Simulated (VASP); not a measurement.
Here is a VASP 6.6.1 calculation.

INCAR

```
SYSTEM = GaP
PREC     = Accurate       ! precision mode
ENCUT    = 600            ! plane-wave cutoff, eV
EDIFF    = 1E-6           ! SCF threshold, eV
ISMEAR   = -1             ! smearing method
SIGMA    = 0.05           ! smearing width, eV
LREAL    = .False.        ! projectors in reciprocal space
LASPH    = .True.         ! aspherical terms in the spheres
NELM     = 100            ! most SCF steps
ALGO     = Normal         ! electronic algorithm
ISIF     = 3              ! what is computed and relaxed
LWAVE    = .False.        ! write WAVECAR
LCHARG   = .False.        ! write CHGCAR
GGA      = PS             ! functional
IBRION   = 2              ! ionic algorithm
NSW      = 40             ! ionic steps
EDIFFG   = -0.01          ! ionic threshold
```

The input KPOINTS:

```
regular mesh
0
Gamma
  6 6 6
  0 0 0
```

POSCAR

```
GaP
1.0
    0.0000000000      2.7252500000      2.7252500000
    2.7252500000      0.0000000000      2.7252500000
    2.7252500000      2.7252500000      0.0000000000
Ga P
1 1
Direct
    0.0000000000      0.0000000000      0.0000000000
    0.7500000000      0.7500000000      0.7500000000
```

Potentials or basis: VASP PAW PBE potentials, release 64 (Ga_d, P).

The run is started by

```console
$ cat potpaw_PBE.64/Ga_d/POTCAR potpaw_PBE.64/P/POTCAR > POTCAR
$ mpirun -np 1 vasp_std > vasp.out
```

Q: What does it give for the space group after relaxing (to 0.05 Å)?

A: F-43m (No. 216).

Q: Predict the band gap on the k mesh.

A: 1.50 eV, indirect (least direct gap 1.81 eV).

Q: Predict the relaxed volume.

A: 20.10 Å³/atom.

Step by step:
```tsv
step	energy change (eV)	largest force (eV/Å)	pressure (GPa)	volume (Å³)
1	0.0000	0.0000	-0.61	40.48
2	-0.0004	0.0000	0.42	40.03
3	-0.0006	0.0000	-0.03	40.19
```

Caveat: the PAW data sets were made with another functional, which shifts forces and pressure a little. A k mesh can miss the band edges.
